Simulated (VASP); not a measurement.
Set up this calculation in VASP 6.6.1, as the native input.

```yaml
Task: relaxation of cell and atoms
Functional: PBE
Potentials_or_basis: VASP PAW PBE potentials, release 64 (Ta_pv, C)
Cutoff: 520 eV
k_mesh: 16 × 16 × 16
Occupations: gaussian, width 0.1 eV
Spin: no spin polarisation
Further_INCAR_settings: ALGO = Normal; EDIFF = 1e-07; IBRION = 2; EDIFFG = -0.002; NSW = 80; ISIF = 3
```

The structure of TaC lies in POSCAR:

```
TaC                                     
1.0
    0.0000000000      2.2391768575      2.2391768575
    2.2391768575      0.0000000000      2.2391768575
    2.2391768575      2.2391768575      0.0000000000
  Ta              C             
     1     1
Direct
     0.0000000000000000    0.0000000000000000    0.0000000000000000
     0.5000000000000000    0.5000000000000000    0.5000000000000000
```

The input as run:

INCAR

```
SYSTEM = TaC
PREC = Accurate
ENCUT = 520
EDIFF = 1E-7
ISMEAR = 0
SIGMA = 0.1
LREAL = .False.
LASPH = .True.
NELM = 60
ALGO = Normal
ISIF = 3
LWAVE = .False.
LCHARG = .False.
GGA = PE
IBRION = 2
NSW = 80
EDIFFG = -0.002
```

KPOINTS

```
Automatic mesh
0
Gamma
  16 16 16
  0 0 0
```

Potentials or basis: VASP PAW PBE potentials, release 64 (Ta_pv, C).

Launch:

```bash
$ cat potpaw_PBE.64/Ta_pv/POTCAR potpaw_PBE.64/C/POTCAR > POTCAR
$ mpirun -np 1 vasp_std > vasp.out
```

Results of the run:

| Quantity | Value |
| --- | --- |
| Pressure after relaxing | 0.0 GPa |
| Band gap on the k mesh | none (metal or under the smearing width) |

Caveat: the relaxation stopped at its first step, so nothing moved.

Run time: 10 s on 1 thread of Intel(R) Xeon(R) 6975P-C (Granite Rapids), with other jobs on the host, peak memory 0.17 GiB.
